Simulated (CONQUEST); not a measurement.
The system is SiO2.

```
Si O
1.0
     2.69349    0.00000    0.00000
     0.00000    4.23317    0.00000
     0.00000    0.00000    4.23317
Si O
2 4
Direct
  0.00000 0.00000 0.00000
  0.50000 0.50000 0.50000
  0.50000 0.19316 0.19316
  0.00000 0.30684 0.69316
  0.50000 0.80684 0.80684
  0.00000 0.69316 0.30684
```

The cell comes from a database or a generator and needn't be the stable form of this composition.

Base run:

* Program: CONQUEST 1.3
* Functional: PBE
* Potentials or basis: PseudoDojo NC PBE, DZP, grid cutoff 150 Ha
* k mesh: 10 × 6 × 6
* Occupations: fermi-dirac, width 0.05 eV
* Spin: no spin polarisation

Its results: band gap on the k mesh 4.95 eV, direct; pressure 3.3 GPa; largest force 0.050 eV/Å.

Problem. The run is repeated on the same cell with these changes: functional from PBE to PBEsol; potentials or basis from PseudoDojo NC PBE, DZP, grid cutoff 150 Ha to PseudoDojo NC PBEsol, DZP, grid cutoff 150 Ha. What comes out?

Solution. Band gap on the k mesh 4.90 eV, direct; pressure -3.1 GPa; largest force 0.022 eV/Å.

Caveats: the basis of atomic orbitals isn't converged, which shifts pressures, moduli and gaps.

A k mesh can miss the band edges.

Not every run made on this cell is shown here.
